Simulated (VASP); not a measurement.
SiO2 in VASP 6.6.1, single-point calculation

INCAR

```
SGIMA = 0.02
PREC = Accurate
IBRION = -1
NBANDS = 25
ISIF = 2
LASPH = .TRUE.
LCHARG = .FALSE.
LREAL = .FALSE.
NELM = 55
GGA = PE
EDIFF = 1E-7
LWAVE = .FALSE.
ISMEAR = -1
ENCUT = 520
NSW = 0
```

KPOINTS

```
KPOINTS created by Atomic Simulation Environment
0
Gamma
6 6 10
0 0 0
```

POSCAR

```
Si O
 1.0000000000000000
     4.1851887985999996    0.0000000000000000    0.0000000000000000
     0.0000000000000000    4.1851887985999996    0.0000000000000000
     0.0000000000000000    0.0000000000000000    2.7755934866000000
 Si  O
   2   4
Cartesian
 -0.0000000000000000  0.0000000000000000  0.0000000000000000
  2.0925943992999994  2.0925943992999994  1.3877967433000000
  1.2795915095950825  1.2795915095950825 -0.0000000000000000
  0.8130028897049167  3.3721859088950823  1.3877967433000000
  3.3721859088950823  0.8130028897049167  1.3877967433000000
  2.9055972890049162  2.9055972890049162  0.0000000000000000
```

The recommended PBE PAW datasets give the neutral cell 32 valence electrons.

Command

```
mpirun -np 1 vasp_std
```

Question: How does this run end, and what does it give?

Answer: It converged. Results: gap between bands v and c on the k mesh 4.69 eV; least direct gap on the k mesh 4.69 eV; pressure -4.1 GPa; largest force 0.05 eV/Å. Band v is the last that the valence electrons fill when counted band by band, and c is the next.

OSZICAR

```
N       E                     dE             d eps       ncg     rms          rms(c)
DAV:   1     0.132285192555E+03    0.13229E+03   -0.17512E+04  3032   0.123E+03
DAV:   2    -0.439345837707E+02   -0.17622E+03   -0.16815E+03  3778   0.276E+02
DAV:   3    -0.507901872513E+02   -0.68556E+01   -0.68273E+01  3996   0.520E+01
DAV:   4    -0.508334524024E+02   -0.43265E-01   -0.43250E-01  3610   0.482E+00
DAV:   5    -0.508338119221E+02   -0.35952E-03   -0.35943E-03  4003   0.413E-01    0.167E+01
DAV:   6    -0.461753728582E+02    0.46584E+01   -0.13208E+01  3753   0.244E+01    0.749E+00
DAV:   7    -0.462222883566E+02   -0.46915E-01   -0.69679E-01  3729   0.482E+00    0.282E+00
DAV:   8    -0.462349284601E+02   -0.12640E-01   -0.24287E-02  3739   0.134E+00    0.108E+00
DAV:   9    -0.462416234134E+02   -0.66950E-02   -0.95315E-03  3883   0.827E-01    0.259E-01
DAV:  10    -0.462418488127E+02   -0.22540E-03   -0.67148E-04  3755   0.175E-01    0.523E-02
DAV:  11    -0.462418141535E+02    0.34659E-04   -0.12661E-04  3883   0.796E-02    0.846E-03
DAV:  12    -0.462418150899E+02   -0.93636E-06   -0.60397E-06  3659   0.173E-02    0.358E-03
DAV:  13    -0.462418151331E+02   -0.43224E-07   -0.32806E-07  3866   0.407E-03
   1 F= -.46241815E+02 E0= -.46241815E+02  d E =-.109341E-05
```

One setting is odd (misspelt tag), but here it hardly changes the result.

On sound settings PBE gives a gap of 4.69 eV on its mesh and a pressure of -4.1 GPa for the intended cell. This run's energy (σ→0) differs from it by 0 meV an atom.
